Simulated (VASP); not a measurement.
# CdF2 (Fm-3m) in VASP: relaxation of cell and atoms with HSE06

Aim: the relaxation of cell and atoms of CdF2 with HSE06.

Program: VASP 6.6.1. These are calculated values, not measurements. Logs are shortened: lines on timing, memory, paths and dates and some standing lists are left out, and cuts for length are marked.

## Step 1: Starting point

Symmetry: Fm-3m, No. 225, cubic system. Conventional cell: a = 5.394 Å, b = 5.394 Å, c = 5.394 Å, α = 90.00°, β = 90.00°, γ = 90.00°. Cd (site symmetry m-3m) is surrounded by 8 F at 2.34 Å. F (site symmetry -43m) has 4 Cd at 2.34 Å as nearest neighbours.

## Step 2: Relaxation of cell and atoms, HSE06

POSCAR reads:

```
CdF2                                    
1.0
    0.0000000000      2.6969680788      2.6969680788
    2.6969680788     -0.0000000000      2.6969680788
    2.6969680788      2.6969680788     -0.0000000000
  Cd              F             
     1     2
Direct
     0.0000000000000000    0.0000000000000000    0.0000000000000000
     0.2500000000000000    0.2500000000000000    0.2500000000000000
     0.7500000000000000    0.7500000000000000    0.7500000000000000
```

INCAR.step1 reads:

```
PREC = Accurate ; ENCUT = 520
EDIFF = 1E-5 ; ISMEAR = 0
SIGMA = 0.03 ; LREAL = False
LASPH = True ; NELM = 80
ALGO = Normal ; LWAVE = True
LCHARG = False ; KPAR = 4
GGA = PE
```

INCAR.step2 reads:

```
PREC = Accurate ; ENCUT = 520
EDIFF = 1E-6 ; ISMEAR = 0
SIGMA = 0.03 ; LREAL = False
LASPH = True ; NELM = 80
ALGO = Normal ; ISIF = 3
LWAVE = False ; LCHARG = False
GGA = PE ; LHFCALC = True
HFSCREEN = 0.2 ; PRECFOCK = Fast
IBRION = 2 ; NSW = 25
EDIFFG = -0.01 ; KPAR = 4
ISTART = 1
```

KPOINTS reads:

```
Automatic mesh
0
Gamma
  6 6 6
```

Potentials or basis: VASP PAW PBE potentials, release 64 (Cd, F).

The run is started by

```console
> cat potpaw_PBE.64/Cd/POTCAR potpaw_PBE.64/F/POTCAR > POTCAR
> cp INCAR.step1 INCAR
> mpirun -np 4 vasp_std > vasp.out
> cp INCAR.step2 INCAR
> mpirun -np 4 vasp_std > vasp.out
```

OUTCAR:

```text
PREC = Accurate
   ENCUT = 520
   EDIFF = 1E-6
   ISMEAR = 0
   LREAL = False
   LASPH = True
   NELM = 80
   ISIF = 3
   GGA = PE
   LHFCALC = True
   HFSCREEN = 0.2
   PRECFOCK = Fast
   IBRION = 2
   NSW = 25
   EDIFFG = -0.01
   ISTART = 1

 ion  position               nearest neighbor table
   1  0.000  0.000  0.000-   3 2.34   2 2.34   3 2.34   2 2.34   3 2.34   3 2.34   2 2.34   2 2.34

   2  0.250  0.250  0.250-   1 2.34   1 2.34   1 2.34   1 2.34
   3  0.750  0.750  0.750-   1 2.34   1 2.34   1 2.34   1 2.34

  LATTYP: Found a face centered cubic cell.
 ALAT       =     5.3939361576

  Lattice vectors:

 A1 = (   0.0000000000,   2.6969680788,   2.6969680788)
 A2 = (   2.6969680788,   0.0000000000,   2.6969680788)
 A3 = (   2.6969680788,   2.6969680788,   0.0000000000)

Analysis of symmetry for initial positions (statically):
=====================================================================
 Subroutine PRICEL returns:
 Original cell was already a primitive cell.

 Routine SETGRP: Setting up the symmetry group for a
 face centered cubic supercell.

 Subroutine GETGRP returns: Found 48 space group operations
 (whereof 48 operations were pure point group operations)
 out of a pool of 48 trial point group operations.

The static configuration has the point symmetry O_h .

Analysis of symmetry for dynamics (positions and initial velocities):
=====================================================================
 Subroutine PRICEL returns:
 Original cell was already a primitive cell.

 Routine SETGRP: Setting up the symmetry group for a
 face centered cubic supercell.

 Subroutine GETGRP returns: Found 48 space group operations
 (whereof 48 operations were pure point group operations)
 out of a pool of 48 trial point group operations.

The dynamic configuration has the point symmetry O_h .

 Subroutine INISYM returns: Found 48 space group operations
 (whereof 48 operations are pure point group operations),
 and found     1 'primitive' translations

----------------------------------------------------------------------------------------

                                     Primitive cell

  volume of cell :      39.2335

  direct lattice vectors                    reciprocal lattice vectors
     0.000000000  2.696968079  2.696968079    -0.185393370  0.185393370  0.185393370
     2.696968079  0.000000000  2.696968079     0.185393370 -0.185393370  0.185393370
     2.696968079  2.696968079  0.000000000     0.185393370  0.185393370 -0.185393370

  length of vectors
     3.814088834  3.814088834  3.814088834     0.321110736  0.321110736  0.321110736

  position of ions in fractional coordinates (direct lattice)
     0.000000000  0.000000000  0.000000000
     0.250000000  0.250000000  0.250000000
     0.750000000  0.750000000  0.750000000

  ion indices of the primitive-cell ions
   primitive index   ion index
                 1           1
                 2           2
                 3           3

----------------------------------------------------------------------------------------

 KPOINTS: Automatic mesh

Automatic generation of k-mesh.
 Grid dimensions read from file:
 generate k-points for:    6    6    6

 Generating k-lattice:

  Cartesian coordinates                     Fractional coordinates (reciprocal lattice)
    -0.030898895  0.030898895  0.030898895     0.166666667  0.000000000  0.000000000
     0.030898895 -0.030898895  0.030898895     0.000000000  0.166666667  0.000000000
     0.030898895  0.030898895 -0.030898895     0.000000000  0.000000000  0.166666667

  Length of vectors
     0.053518456  0.053518456  0.053518456

  Shift w.r.t. Gamma in fractional coordinates (k-lattice)
     0.000000000  0.000000000  0.000000000

 Subroutine IBZKPT returns following result:
 ===========================================

 Found     16 irreducible k-points:

 Following reciprocal coordinates:
            Coordinates               Weight
  0.000000  0.000000  0.000000      1.000000
  0.166667  0.000000  0.000000      8.000000
  0.333333  0.000000  0.000000      8.000000
  0.500000  0.000000  0.000000      4.000000
  0.166667  0.166667  0.000000      6.000000
  0.333333  0.166667  0.000000     24.000000
[... 8 lines left out ...]
 -0.333333  0.333333  0.166667     24.000000
 -0.333333  0.500000  0.166667     12.000000
   k-points           NKPTS =     16   k-points in BZ     NKDIM =    216   number of bands    NBANDS=     17
   number of dos      NEDOS =    301   number of ions     NIONS =      3
   total plane-waves  NPLWV =  21952
   dimension x,y,z NGX =    28 NGY =   28 NGZ =   28
   dimension x,y,z NGXF=    56 NGYF=   56 NGZF=   56
   ions per type =               1   2
   NGX,Y,Z   is equivalent  to a cutoff of  12.20, 12.20, 12.20 a.u.
   NGXF,Y,Z  is equivalent  to a cutoff of  24.41, 24.41, 24.41 a.u.
 SYSTEM =  unknown system
   PREC   = accura    normal or accurate (medium, high low for compatibility)
   ISTART =      1    job   : 0-new  1-cont  2-samecut
   ICHARG =      0    charge: 1-file 2-atom 10-const
   ISPIN  =      1    spin polarized calculation?
   LNONCOLLINEAR =      F non collinear calculations
   LSORBIT =      F    spin-orbit coupling
   LASPH  =      T    aspherical Exc in radial PAW
   ENCUT  =  520.0 eV  38.22 Ry    6.18 a.u.   7.09  7.09  7.09*2*pi/ulx,y,z
   NELM   =     80;   NELMIN=  2; NELMDL=  0     # of ELM steps
   EDIFF  = 0.1E-05   stopping-criterion for ELM
   LREAL  =      F    real-space projection
   EDIFFG = -.1E-01   stopping-criterion for IOM
   NSW    =     25    number of steps for IOM
   IBRION =      2    ionic relax: 0-MD 1-quasi-New 2-CG
   NFREE  =      1    steps in history (QN), initial steepest desc. (CG)
   ISIF   =      3    stress and relaxation
   ISYM   =      3    0-nonsym 1-usesym 2-fastsym
   POTIM  = 0.5000    time-step for ionic-motion
   TEBEG  =    0.0;   TEEND  =   0.0 temperature during run
   PSTRESS=    0.0 pullay stress
   NELECT =      26.0000    total number of electrons
   NUPDOWN=      -1.0000    fix difference up-down
   EMIN   =  10.00;   EMAX   =-10.00  energy-range for DOS
   EFERMI =   0.00;   METHOD = LEGACY
   ISMEAR =     0;   SIGMA  =   0.03  broadening in eV -4-tet -1-fermi 0-gaus
   EFERMI_NEDOS =   21; number of points for ismear=-14 and -15
   IALGO  =     38    algorithm
   IMIX   =      1    mixing-type and parameters
     AMIX     =   0.40;   BMIX     =  1.00
     AMIX_MAG =   1.60;   BMIX_MAG =  1.00
  volume/ion in A,a.u.               =      13.08        88.25
  Fermi-wavevector in a.u.,A,eV,Ry     =   1.427294  2.697195 27.717360  2.037168
  Thomas-Fermi vector in A             =   2.547479
   LORBIT       =      0    0 simple, 1 ext, 2 COOP (PROOUT), +10 PAW based schemes
   GGA     = PE    functional components
   LHFCALC =     T    Hartree Fock is set to
   PRECFOCK=fast      Normal, Fast or Accurate (Low or Medium for compatibility)
   ENCUT4O =  -1.0   cutoff for four orbital integrals eV
   NKREDX  =     1    reduce k-point grid by
   NKREDY  =     1    reduce k-point grid by
   NKREDZ  =     1    reduce k-point grid by
   AEXX    =    0.2500 exact exchange contribution
   HFSCREEN=    0.2000 screening length (either q_TF or 0.3 A-1)
   HFSCREENC=   0.2000 screening length for correlation (either q_TF or 0.3 A-1)
   ENCUTFOCK=  -1.0 apply spherical cutoff to Coloumb kernel
   IVDW    =     0    specifies the selected vdW correction
   LEPSILON=     F    determine dielectric tensor
   LRPA    =     F    only Hartree local field effects (RPA)
 conjugate gradient relaxation of ions
 non-spin polarized calculation
 Gauss-broadening in eV      SIGMA  =   0.03
  energy-cutoff  :      520.00
  volume of cell :       39.23
 maximum number of plane-waves:      1067
  NGX = 16; NGY = 16; NGZ = 16

--------------------------------------- Ionic step        1  -------------------------------------------

 number of electron      25.9999987 magnetization

 Free energy of the ion-electron system (eV)
  ---------------------------------------------------
  ext. energy  EPLUGINS =         0.00000000
  ---------------------------------------------------
  free energy    TOTEN  =       -14.39093363 eV

  energy without entropy =      -14.39093363  energy(sigma->0) =      -14.39093363

------------------------ aborting loop because EDIFF is reached ----------------------------------------

  FORCE on cell =-STRESS in cart. coord.  units (eV):
  Direction    XX          YY          ZZ          XY          YZ          ZX
  --------------------------------------------------------------------------------------
  -------------------------------------------------------------------------------------
  Total        0.5538417      0.5538417      0.5538417      0.0000000      0.0000000      0.0000000
  in kB       22.6172007     22.6172007     22.6172007      0.0000000      0.0000000      0.0000000
  external PRESSURE =      22.6172007 kB  Pullay stress =       0.0000000 kB

 VOLUME and BASIS-vectors are now :
 -----------------------------------------------------------------------------
  energy-cutoff  :      520.00
  volume of cell :       39.23
      direct lattice vectors                 reciprocal lattice vectors
     0.000000000  2.696968079  2.696968079    -0.185393370  0.185393370  0.185393370
     2.696968079  0.000000000  2.696968079     0.185393370 -0.185393370  0.185393370
     2.696968079  2.696968079  0.000000000     0.185393370  0.185393370 -0.185393370
[... 38 lines left out ...]
 POSITION                                       TOTAL-FORCE (eV/Angst)
 -----------------------------------------------------------------------------------
      5.44198      5.44198      5.44198        -0.000000     -0.000000     -0.000000
      1.36049      1.36049      1.36049        -0.000000     -0.000000     -0.000000
      4.08148      4.08148      4.08148         0.000000      0.000000      0.000000
 -----------------------------------------------------------------------------------
    total drift:                               -0.000023     -0.000021     -0.000022

  FREE ENERGIE OF THE ION-ELECTRON SYSTEM (eV)
  ---------------------------------------------------
  free  energy   TOTEN  =       -14.3962341704 eV

  energy  without entropy=      -14.3962341704  energy(sigma->0) =      -14.39623417

--------------------------------------- Ionic step        3  -------------------------------------------

 number of electron      25.9999975 magnetization

 Free energy of the ion-electron system (eV)
  ---------------------------------------------------
  ext. energy  EPLUGINS =         0.00000000
  ---------------------------------------------------
  free energy    TOTEN  =       -14.39670941 eV

  energy without entropy =      -14.39670941  energy(sigma->0) =      -14.39670941

 E-fermi :  -2.8670     XC(G=0):  -8.3829

 val. band max:       -3.0616100301   @ k =  -0.3333   0.5000   0.1667
 cond. band min:       2.0506093650   @ k =   0.0000   0.0000   0.0000
 fundamental gap:      5.1122193952
 Fermi energy:        -2.8669537530

 k-point     1 :       0.0000    0.0000    0.0000
  band No.  band energies     occupation
      1     -25.3731      2.00000
      2     -24.3002      2.00000
      3      -9.0249      2.00000
      4      -9.0249      2.00000
      5      -9.0249      2.00000
      6      -7.8371      2.00000
[... 9 lines left out ...]
     16      11.8335      0.00000
     17      11.8336      0.00000
[... 320 lines left out ...]
 POSITION                                       TOTAL-FORCE (eV/Angst)
 -----------------------------------------------------------------------------------
      0.00000      0.00000      0.00000        -0.000000      0.000000      0.000000
      1.35782      1.35782      1.35782         0.000000      0.000000      0.000000
      4.07346      4.07346      4.07346        -0.000000     -0.000000     -0.000000
 -----------------------------------------------------------------------------------
    total drift:                                0.000000      0.000000      0.000000

  FREE ENERGIE OF THE ION-ELECTRON SYSTEM (eV)
  ---------------------------------------------------
  free  energy   TOTEN  =       -14.3967094054 eV

  energy  without entropy=      -14.3967094054  energy(sigma->0) =      -14.39670941

 reached required accuracy - stopping structural energy minimisation
```

Wall time 7.5 min (4 MPI ranks of Intel Xeon 6975P-C (Granite Rapids), shared host); peak memory 0.27 GiB.

What came out:

```
Free energy                            : -14.3967 eV
Relaxed volume                         : 13.35 Å³/atom
Relaxed cell                           : a = 3.840 Å, b = 3.840 Å, c = 3.840 Å, α = 60.00°, β = 60.00°, γ = 60.00°
Space group after relaxing (to 0.05 Å) : Fm-3m (No. 225)
Energy gained by relaxing              : 1.9 meV/atom
Ionic steps                            : 3
Pressure after relaxing                : 0.0 GPa
Band gap on the k mesh                 : 5.11 eV, indirect (least direct gap 5.71 eV)
```

Step by step:
| step | energy change (eV) | largest force (eV/Å) | pressure (GPa) | volume (Å³) |
| --- | --- | --- | --- | --- |
| 1 | 0.0000 | 0.0000 | 2.26 | 39.23 |
| 2 | -0.0053 | 0.0000 | -0.63 | 40.29 |
| 3 | -0.0058 | 0.0000 | 0.00 | 40.05 |

Final structure:
```
Cd F
1.0
     0.00000    2.71564    2.71564
     2.71564    0.00000    2.71564
     2.71564    2.71564    0.00000
Cd F
1 2
Direct
  0.00000 0.00000 0.00000
  0.25000 0.25000 0.25000
  0.75000 0.75000 0.75000
```

Caveat: the PAW data sets were made with another functional, which shifts forces and pressure a little.
